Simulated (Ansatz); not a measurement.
TiC:

```
Ti C
1.0
     0.00000    2.16572    2.16572
     2.16572    0.00000    2.16572
     2.16572    2.16572    0.00000
Ti C
1 1
Direct
  0.00000 0.00000 0.00000
  0.50000 0.50000 0.50000
```

The cell is a database's computed one.

A run of Ansatz 0.2.0 on this cell left the log below. Logs are shortened: lines on timing, memory, paths and dates and some standing lists are left out, and cuts for length are marked.

```text
Warning: of Ti the run reads no dataset of the core that `hamiltonian.pseudopotentials.core` asks for: this build lists none beside the file that it uses, or the input names that file
Warning: RAYON_NUM_THREADS=2 ignored (pool sized by the plan → 2); use --threads N
scf.n_extra_bands = 6 over 8 filled bands (N_el = 16.0): the run solves 14 bands
Engine: ansatz 0.2.0, aarch64-unknown-linux-gnu
Pseudopotentials: kind: paw
Pseudopotential: Ti, paw, valence charge 12, recommended cutoff 420 eV (normal), Ti.paw.azcp
Pseudopotential: C, paw, valence charge 4, recommended cutoff 420 eV (normal), C.paw.azcp
Functional definition: PBE
  parameter kappa = 0.804
  parameter beta = 0.06672455060314922
  exchange = pbe_x(kappa = kappa, mu = beta*pi^2/3)
  correlation = pbe_c(beta = beta)
Crystal: 2 atoms, lattice volume = 20.316 Å³
Basis set: ecut = 420 eV, 411 PW (Γ), exchange–correlation on 48×48×48 points (8 copies of the dense FFT grid, shifted against one another)
Bands: 14, of which v1, the nominal top of the filled ones, is band 8 counted from 1 (7 counted from 0)
Symmetry: 48 space group operations
Space group: Fm-3m (ITA 225), of the structure as read, at distance tolerance 2.7e-5 Å
k-points: 56 of 1331
Non-local potential: Ti, projectors of the file, l = 0: 3, l = 1: 2, l = 2: 3, l = 3: 1
Non-local potential: C, projectors of the file, l = 0: 2, l = 1: 2, l = 2: 1
PAW form: soft (Blöchl's): semilocal exchange-correlation on the pseudo side does not see the compensation charge
PAW one-centre angular grid: Ti, 590 points (default); XC on 64 Gauss nodes
PAW one-centre angular grid: C, 110 points (default); XC on 64 Gauss nodes
Initial density: superposition of atomic densities (neutral atoms: chi_scale 0, normalization atom), corrected by the library's trained network
Initial wavefunctions: pseudopotential atomic-orbital guess
Functional: x = pbe(κ = 0.804, μ = 0.2195149727645171), c = pbe(β = 0.06672455060314922)
SCF iter   1: F=—  HF=-2752.273587 eV  |F-HF|=—  |Δ(HF+E_count)|=         —  Δρ=3.59e-3  dr2=1.80e-3  ethr=1.77e-3  ⟨swp⟩=4.5  Hψ=3706  notcnv=0
preconditioner: auto → none  [insulator: Δε(μ)=0.217 eV  Ē_g=9.825 eV  σ=0.050 eV  W_gap=0.79  n_scr=8 (ndim 8)  ℏωp=23.3 eV  f_vac=0.000  D(μ)=0.26/eV (n_scr^D=0)  ε∞_Penn≈6.6]
SCF iter   2: F=—  HF=-2752.273023 eV  |F-HF|=—  |Δ(HF+E_count)|=   5.63e-4  Δρ=1.75e-3  dr2=4.24e-4  ethr=1.13e-5  ⟨swp⟩=1.0  Hψ=1232  notcnv=0  defer=6
SCF iter   3: F=—  HF=-2752.273005 eV  |F-HF|=—  |Δ(HF+E_count)|=   1.81e-5  Δρ=1.25e-4  dr2=3.01e-6  ethr=2.65e-6  ⟨swp⟩=1.1  Hψ=734  notcnv=0  defer=6
SCF iter   4: F=—  HF=-2752.273004 eV  |F-HF|=—  |Δ(HF+E_count)|=   1.47e-6  Δρ=2.73e-5  dr2=9.58e-8  ethr=1.88e-8  ⟨swp⟩=2.6  Hψ=1210  notcnv=0  defer=6
iter 5 did not close the SCF: its close was put off for the readings that it lacked (scf_convergence_deferred on its scf_iter line)
SCF iter   5: F=-2752.273004 eV  HF=-2752.273004 eV  |F-HF|=3.69e-9  |Δ(HF+E_count)|=   3.59e-8  Δρ=5.23e-6  dr2=5.38e-9  ethr=5.98e-10  ⟨swp⟩=2.1  Hψ=912  notcnv=0  defer=6
SCF iter   6: F=-2752.273004 eV  HF=-2752.273004 eV  |F-HF|=9.23e-11  |Δ(HF+E_count)|=  7.51e-10  Δρ=8.15e-7  dr2=1.34e-10  ethr=3.36e-11  ⟨swp⟩=3.8  Hψ=2620  notcnv=0
SCF 1 converged in 6 iterations: F = -2752.273004 eV  dr2 = 1.34e-10
  greatest PAW one-centre occupation: 0.999 electrons in one spin orbital (limit 2), on the Ti atom at site 0 (counted from 0), in its partial waves of l = 0
NSCF: frozen V_eff on 142 k-points
SCF converged after 6 iterations
Free energy (F): -2752.273004 eV
Harris-Foulkes:  -2752.273004 eV  (|F-HF|=9.23e-11)
Internal energy: -2752.270644 eV  (E = F + TS)
E sigma→0 (E₀):  -2752.271824 eV
Entropy (-TS):   -0.002359 eV (-1.180 meV/atom)
Fermi energy:    14.757014 eV
--- Per-component energies (eV) ---
  E_band       = -110.936418
  E_kinetic    = 362.331553
  E_local      = -775.366980  (includes V_loc(G=0)·N_el)
  E_nonlocal   = 31.951191
  E_hartree    = 314.733176
  E_xc         = -147.421983
  E_vxc        = -184.103582  (∫ρ·V_xc dr)
  E_paw        = -1145.233821  (= ΣΔE_a)
  E_vpaw       = -175.215256  (= ΣTr[D̂ρ^β])
  E_aug_tail   = 0.000150  (compensation charges beyond the density's cutoff)
  E_ewald      = -1393.263931
  E_smearing   = -0.002359  (= −TS)
  E_closure    = 0.000000  (closes the sum)
  Σ components = -2752.273004   (vs F -2752.273004, Δ=0.00e0)
--- Forces (eV/Å), atoms counted from 1 ---
  atom   1  Ti    -0.00000000     0.00000000    -0.00000000
  atom   2  C      0.00000000    -0.00000000     0.00000000
  max |Σ_I F_I| component: 3.88e-30 eV/Å
--- Stress (GPa, compression-positive) ---
        0.283330       0.000000       0.000000
       -0.000000       0.283330      -0.000000
        0.000000       0.000000       0.283330
  P = ⅓ Tr σ = 0.2833 GPa (2.833 kbar)
--- Band table (eV; the first three rows and the last of 56) ---
  k-point 0: bands = ["-41.8555", "-17.8894", "-17.8894", "-17.8894", "2.2931", "15.3910", "15.3910", "15.3910", "16.3684", "16.3684", "16.3684", "16.4167", "16.4167", "25.1638"]
  k-point 1: bands = ["-41.8497", "-17.9305", "-17.8933", "-17.8933", "2.4798", "14.5730", "14.8500", "14.8500", "15.7170", "15.7170", "16.7677", "17.8804", "17.8804", "25.4857"]
  k-point 2: bands = ["-41.8341", "-18.0393", "-17.9035", "-17.9035", "3.0152", "13.1318", "13.7138", "13.7138", "16.0613", "16.0613", "17.2057", "19.4312", "19.4312", "26.0098"]
  k-point 55: bands = ["-41.7586", "-18.2076", "-18.1857", "-18.0521", "5.1844", "11.3409", "11.4846", "12.2123", "17.2058", "17.6221", "18.3064", "19.9169", "20.0396", "28.2866"]
```

Problem. Write the input and the command behind it.

Solution. Band structure with PBE, no spin polarisation. The files as run (others can give the same):

input.yaml
```yaml
crystal:
  lattice:
    - [0.0, 2.1657188437, 2.1657188437]
    - [2.1657188437, 0.0, 2.1657188437]
    - [2.1657188437, 2.1657188437, 0.0]
  atoms:
    - { symbol: Ti, position: [0.0, 0.0, 0.0] }
    - { symbol: C, position: [0.5, 0.5, 0.5] }
hamiltonian:
  xc: pbe
  pseudopotentials: { kind: paw, core: small }
kpoints:
  mp_grid: { grid: [11, 11, 11] }
  band_path:
    path:
      - [[0.0, 0.0, 0.0], [0.5, 0.0, 0.5], [0.5, 0.25, 0.75], [0.375, 0.375, 0.75], [0.0, 0.0, 0.0], [0.5, 0.5, 0.5], [0.625, 0.25, 0.625], [0.5, 0.25, 0.75], [0.5, 0.5, 0.5], [0.375, 0.375, 0.75]]
      - [[0.625, 0.25, 0.625], [0.5, 0.0, 0.5]]
    npoints: 14
scf:
  occupations: { method: fermi_dirac, width: 0.05 }
  n_extra_bands: 6
output:
  forces: true
  stress: true
  eigenvalues: true
  fatbands: false
```

Potentials or basis: Ansatz PAW.
The run is started by
```console
$ ansatz run input.yaml --threads 2 --pin off --max-ram 5120MiB --backend cpu --events-out ev --progress --plain --runs-dir out
```
